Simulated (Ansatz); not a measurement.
The system is Si2Mo.

```xyz
3
Lattice="-1.6000 1.6000 3.9305 1.6000 -1.6000 3.9305 1.6000 1.6000 -3.9305" Properties=species:S:1:pos:R:3 pbc="T T T"
Mo    0.0000    0.0000    0.0000
Si    0.0000    0.0000    5.2433
Si    0.0000    0.0000    2.6177
```

```yaml
Program: Ansatz 0.2.0
Task: relaxation of cell and atoms
Functional: PBEsol
Potentials_or_basis: Ansatz PAW
Cutoff: "420 eV (not typed: the program's choice for these potentials)"
k_mesh: 12 × 12 × 12
Occupations: fermi-dirac, width 0.05 eV
Spin: no spin polarisation
```

At the start: volume 13.42 Å³/atom.

Task: Where does the relaxation end?

Result: It ends after 5 steps and the volume is 13.27 Å³/atom (-1.1 %); space group I4/mmm (No. 139, to 0.05 Å).

Step by step:
| step | energy change (eV) | largest force (eV/Å) | volume (Å³) |
| --- | --- | --- | --- |
| 1 | 0.0000 | 0.3269 | 40.25 |
| 2 | -0.0090 | 0.0265 | 39.62 |
| 3 | -0.0096 | 0.0071 | 39.80 |
| 4 | -0.0096 | 0.0017 | 39.80 |
| 5 | -0.0095 | 0.0016 | 39.80 |

Final structure:
```
CELL_PARAMETERS angstrom
-1.59499 1.59499 3.91098
1.59499 -1.59499 3.91098
1.59499 1.59499 -3.91098
ATOMIC_POSITIONS crystal
Mo 0.00000 0.00000 0.00000
Si 0.66495 0.66495 0.00000
Si 0.33505 0.33505 0.00000
```

Caveat: the plane-wave basis is chosen anew once the cell has moved, so the energies of steps on either side of that aren't comparable; the PAW data sets come from PBE, with cores solved anew for the run's functional, which leaves a small shift of forces and pressure.
